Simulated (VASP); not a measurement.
Here is a VASP 6.6.1 calculation.

File INCAR:

```
PREC = Accurate
ENCUT = 600
EDIFF = 1E-7
ISMEAR = -1
SIGMA = 0.05
LREAL = False
LASPH = True
NELM = 80
ALGO = Fast
ISIF = 3
LWAVE = False
LCHARG = False
GGA = PS
IBRION = 2
NSW = 40
EDIFFG = -0.01
```

File KPOINTS:

```
regular mesh
0
Gamma
  12 12 12
```

File POSCAR:

```
Mo
1.0
   -1.5838089719      1.5838089719      1.5838089719
    1.5838089719     -1.5838089719      1.5838089719
    1.5838089719      1.5838089719     -1.5838089719
Mo
1
Direct
    0.0000000000      0.0000000000      0.0000000000
```

Potentials or basis: VASP PAW PBE potentials, release 64 (Mo_sv).

The run is started by

```sh
$ cat potpaw_PBE.64/Mo_sv/POTCAR > POTCAR
$ mpirun -np 1 vasp_std > vasp.out
```

Problem. Predict the space group after relaxing (to 0.05 Å).

Solution. Im-3m (No. 229).

Problem. Predict the relaxed cell.

Solution. a = 2.712 Å, b = 2.712 Å, c = 2.712 Å, α = 109.47°, β = 109.47°, γ = 109.47°.

Problem. Estimate the relaxed volume.

Solution. 15.35 Å³/atom.

Final structure:
```yaml
crystal:
  lattice:
    - [-1.56550, 1.56550, 1.56550]
    - [1.56550, -1.56550, 1.56550]
    - [1.56550, 1.56550, -1.56550]
  atoms:
    - { symbol: Mo, position: [0.00000, 0.00000, 0.00000] }
```

Caveat: the PAW data sets were made with another functional, which shifts forces and pressure a little.
